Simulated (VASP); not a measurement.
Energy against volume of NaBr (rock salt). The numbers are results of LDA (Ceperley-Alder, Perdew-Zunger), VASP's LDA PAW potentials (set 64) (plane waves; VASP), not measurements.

```
V (Å³/atom)  E (eV/atom)
-----------  -----------
22.791          -3.36779
23.519          -3.37394
24.246          -3.37580
24.973          -3.37404
25.701          -3.36925
```

Problem. Fit a third-order Birch-Murnaghan equation of state.

Solution. 
- volume per atom: 24.24 Å³/atom
- bulk modulus: 265 kbar
- pressure derivative of the bulk modulus: 4.79
- lattice constant a: 5.788 Å

The compound is NaBr in the rock salt structure. It was relaxed first, which changed the volume by -9 %.
